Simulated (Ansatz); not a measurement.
Isolated molecules relaxed with PBE0-D4/def2-TZVP in Ansatz; ΔE leaves out vibrations. CCSD(T)/CBS adds triple-zeta CCSD(T) − MP2 to the extrapolated MP2 energy (def2 sets, frozen cores). Functionals use def2-TZVPP. One conformer a species, not always the lowest.

Consider the formal exchange of groups at the Si–O bond: `CO[SiH](S)Cl` + `C=C(C)C(C)=O` → `C[SiH](S)Cl` + `C=C(C)C(=O)OC`.

```csv
level,ΔE (kJ/mol)
ωB97M-V,37.7
PBE,26.1
PBE0,30.6
HF/def2-TZVPP,48.8
MP2/def2-TZVPP,43.2
MP2/def2-QZVPP,45.5
MP2/CBS(def2),46.2
CCSD/CBS(def2),47.5
```

**Question.** What does CCSD(T)/CBS give? (An estimate is asked.)

**Answer.** The calculation gave: +44.8 kJ/mol. The listed levels differ from it by -7.1, -18.7, -14.2, 4.0, -1.6, 0.7, 1.4, 2.7 kJ/mol.

Largest T1 diagnostic among the species: 0.014.

In def2-TZVPP, CCSD(T) changes the Hartree–Fock value by −7.0 kJ/mol (the triples alone add −2.7 kJ/mol) and MP2 by −5.6 kJ/mol. From PBE to PBE0 (25 % exact exchange), in def2-TZVPP and without D4, ΔE moves by +4.5 kJ/mol.

CCSD(T)/CBS has its own doubt, a few kJ/mol and more with outer-core shells, so smaller differences from it don't rank the levels.
